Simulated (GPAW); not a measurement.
The system is C.

```
CELL_PARAMETERS angstrom
0.00000 1.78337 1.78337
1.78337 0.00000 1.78337
1.78337 1.78337 0.00000
ATOMIC_POSITIONS crystal
C 0.75000 0.75000 0.75000
C 0.50000 0.50000 0.50000
```

This isn't the form of C at room conditions, which is graphite.

Base run:

```yaml
Program: GPAW 26.7.0
Functional: revPBE
Potentials_or_basis: the program's PAW data sets (release 1.2.1) made for this functional
Cutoff: 800 eV
Basis: pw
k_mesh: 13 × 13 × 13
Occupations: fermi-dirac, width 0.05 eV
Spin: no spin polarisation
```

Its results: band gap on the k mesh 4.14 eV, indirect (least direct gap 5.60 eV); pressure 6.1 GPa.

Q: After a change of settings the same cell gave: band gap on the k mesh 4.54 eV, indirect (least direct gap 6.14 eV); pressure -6.1 GPa. Which change was it?
A. functional from revPBE to RPBE
B. functional from revPBE to AM05; potentials or basis from the program's PAW data sets (release 1.2.1) made for this functional to PAW data sets generated in the run's folder for this functional
C. functional from revPBE to LDA
D. functional from revPBE to SCAN; potentials or basis from the program's PAW data sets (release 1.2.1) made for this functional to GPAW PAW data sets (gpaw-data 1.2.1)

A: D.

Caveats: the PAW data sets were made with another functional, which shifts forces and pressure a little (some runs).
